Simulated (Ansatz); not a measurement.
Write the native input for Ansatz 0.2.0 that does the following.

* Task: band structure
* Functional: BLYP
* Potentials or basis: Ansatz PAW
* Cutoff: 420 eV (not typed: the program's choice for these potentials)
* k mesh: 11 × 11 × 11
* Occupations: fermi-dirac, width 0.05 eV
* Spin: collinear spin, ferromagnetic start
* Starting moments: [1.0, 0.0] μB
* Path: [["G", "X", "W", "K", "G", "L", "U", "W", "L", "K"], ["U", "X"]]
* Points for each segment of the path: 14

The system is NiO.

```
Ni O
1.0
     0.00000    2.08590    2.08590
     2.08590    0.00000    2.08590
     2.08590    2.08590    0.00000
Ni O
1 1
Direct
  0.00000 0.00000 0.00000
  0.50000 0.50000 0.50000
```

One way to write it, as run:

input.yaml

```yaml
crystal:
  lattice:
    - [0.0, 2.0859016414, 2.0859016414]
    - [2.0859016414, 0.0, 2.0859016414]
    - [2.0859016414, 2.0859016414, 0.0]
  atoms:
    - { symbol: Ni, position: [0.0, 0.0, 0.0], spin: 1.0 }
    - { symbol: O, position: [0.5, 0.5, 0.5] }
hamiltonian:
  xc: blyp
  pseudopotentials: { kind: paw }
magnetization:
  spin_polarized: true
kpoints:
  mp_grid: { grid: [11, 11, 11] }
  band_path:
    path:
      - [[0.0, 0.0, 0.0], [0.5, 0.0, 0.5], [0.5, 0.25, 0.75], [0.375, 0.375, 0.75], [0.0, 0.0, 0.0], [0.5, 0.5, 0.5], [0.625, 0.25, 0.625], [0.5, 0.25, 0.75], [0.5, 0.5, 0.5], [0.375, 0.375, 0.75]]
      - [[0.625, 0.25, 0.625], [0.5, 0.0, 0.5]]
    npoints: 14
scf:
  occupations: { method: fermi_dirac, width: 0.05 }
  n_extra_bands: 6
output:
  forces: true
  stress: true
  eigenvalues: true
  fatbands: false
```

Potentials or basis: Ansatz PAW.

The run is started by

```bash
$ ansatz run input.yaml --threads 2 --pin off --max-ram 5632MiB --backend cpu --events-out ev --progress --plain --runs-dir out
```

It gave:

- Pressure: 13.6 GPa
- Band gap on the k mesh: none (metal or under the smearing width)
- Net moment: 1.67 μB per cell
- Absolute moment: 1.68 μB per cell
- Site moments: Ni +1.35; O +0.27 μB

Caveat: the pressure holds a Pulay correction of +0.9 GPa for the finite cutoff; a cell with one magnetic atom can't hold antiferromagnetic order, which such compounds often take; semilocal functionals often make such compounds metallic where correlation or magnetic order opens a gap, which also shifts bond lengths; the PAW data sets come from PBE, with cores solved anew for the run's functional, which leaves a small shift of forces and pressure.

Run time: 4.3 s on 2 threads of Arm Neoverse V1 (shared host), peak memory 0.31 GiB.
